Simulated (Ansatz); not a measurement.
A run of Ansatz 0.2.0 is set up as follows.

The input input.yaml:

```yaml
crystal:
  lattice:
    - [2.61697402, 0.0, 0.0]
    - [-1.30848701, 2.2681701736, 0.0]
    - [0.0, 0.0, 24.7167705914]
  atoms:
    - { symbol: Zn, position: [0.3393536486, 0.6787072973, 0.3034376992] }
    - { symbol: Zn, position: [0.0115275509, 0.0230551018, 0.4011997588] }
    - { symbol: Zn, position: [0.3508811995, 0.7017623991, 0.5] }
    - { symbol: Zn, position: [0.6902348482, 0.3804696963, 0.5988002412] }
    - { symbol: Zn, position: [0.3624087504, 0.7248175009, 0.6965623008] }
hamiltonian:
  xc: pbe
  pseudopotentials: { kind: paw }
kpoints:
  mp_grid: { grid: [12, 12, 1] }
scf:
  occupations: { method: fermi_dirac, width: 0.05 }
output:
  forces: true
  eigenvalues: true
  write_density: true
  write_potential: true
  elf: true
  volumetric_format: npy
efield:
  axis: 3
  dipole_correction: true
  ramp_width: 0.04
```

Potentials or basis: Ansatz PAW.

Command:

```bash
$ ansatz run input.yaml --threads 4 --pin off --max-ram 11264MiB --backend cpu --events-out ev --progress --plain --runs-dir out
```

Problem. Predict the band gap on the k mesh.

Solution. None (metal or under the smearing width).

Problem. Predict the dipole across the slab.

Solution. 0.000 e·Å.

Forces in eV/Å, atoms in the order of the input:
```
Zn   0.000  0.012 -0.182
Zn   0.000 -0.004  0.036
Zn   0.000  0.000  0.000
Zn   0.000  0.004 -0.036
Zn   0.000 -0.012  0.182
```
